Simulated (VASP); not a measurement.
## CuO: atomic charges with PBE

Crystal: CuO.

```xyz
2
Lattice="2.8363 0.0000 0.0000 -1.4182 2.4563 0.0000 0.0000 0.0000 2.7681" Properties=species:S:1:pos:R:3 pbc="T T T"
Cu    0.0000    0.0000    0.0000
O     1.4182    0.8188    1.3841
```

Measurements of this composition are mostly on another form, of space group No. 15.

| Quantity | Value |
| --- | --- |
| Program | VASP 6.6.1 |
| Task | atomic charges |
| Functional | PBE |
| Potentials or basis | VASP PAW PBE potentials, release 64 (Cu, O) |
| Cutoff | 520 eV |
| k mesh | 11 × 11 × 10 |
| Occupations | gaussian, width 0.02 eV |
| Spin | no spin polarisation |
| Further INCAR settings | ALGO = Normal; EDIFF = 1e-06 |

```yaml
Pressure: -0.5 GPa
Band_gap_on_the_k_mesh: none (metal or under the smearing width)
Valence_electrons_inside_the_program's_atomic_spheres: Cu 9.77; O 4.90
```

Stress tensor (GPa, compression positive):
```
 2.91  0.00  0.00
 0.00  2.91  0.00
 0.00  0.00 -7.46
```

Levels at points of the mesh, in eV from the Fermi level:
```
           k point  band 7  band 8  band 9  band 10  band 11  band 12
(0.00, 0.00, 0.00)   -1.73   -0.12   -0.12     1.11    15.18    16.69
(0.00, 0.00, 0.50)   -1.51   -0.18   -0.18     7.16     7.65    21.05
```

It took 11 s on 1 thread of Intel(R) Xeon(R) 6975P-C (Granite Rapids), on a shared host, peak memory 0.15 GiB.

Caveat: an odd number of electrons without spin polarisation forces a metal; a magnetic or distorted state may lie lower; the run has no spin polarisation, though such a crystal can be magnetic; semilocal functionals often make such compounds metallic where correlation or magnetic order opens a gap, which also shifts bond lengths. With open d or f shells a metallic result of PBE can be an artefact of self-interaction; +U or a hybrid may open a gap.
